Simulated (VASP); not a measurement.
Here is a VASP 6.6.1 calculation.

INCAR

```
SYSTEM = Ni
PREC     = Accurate       ! precision mode
ENCUT    = 520            ! plane-wave cutoff, eV
EDIFF    = 1E-7           ! SCF threshold, eV
ISMEAR   = 0              ! smearing method
SIGMA    = 0.1            ! smearing width, eV
LREAL    = .False.        ! projectors in reciprocal space
LASPH    = .True.         ! aspherical terms in the spheres
NELM     = 100            ! most SCF steps
ALGO     = Fast           ! electronic algorithm
ISIF     = 2              ! what is computed and relaxed
LWAVE    = .False.        ! write WAVECAR
LCHARG   = .False.        ! write CHGCAR
ISPIN    = 2              ! spin polarisation
MAGMOM   = 0.8            ! initial moments
LORBIT   = 11             ! projections on sites
LMAXMIX  = 4              ! l up to which the mixer works
GGA      = PE             ! functional
```

File KPOINTS:

```
regular mesh
0
Gamma
  12 12 12
  0 0 0
```

Contents of POSCAR:

```
Ni                                      
1.0
    0.0000000000      1.7243932424      1.7243932424
    1.7243932424      0.0000000000      1.7243932424
    1.7243932424      1.7243932424      0.0000000000
  Ni            
     1
Direct
     0.0000000000000000    0.0000000000000000    0.0000000000000000
```

Potentials or basis: VASP PAW PBE potentials, release 64 (Ni).

The run is started by

```bash
$ cat potpaw_PBE.64/Ni/POTCAR > POTCAR
$ mpirun -np 1 vasp_std > vasp.out
```

Problem. Estimate the band gap on the k mesh.

Solution. None (metal or under the smearing width).

Problem. What does it give for the site moments?

Solution. Ni +0.64 μB.

Problem. What does it give for the pressure?

Solution. 13.8 GPa.

Problem. Estimate the net moment.

Solution. 0.63 μB per cell.
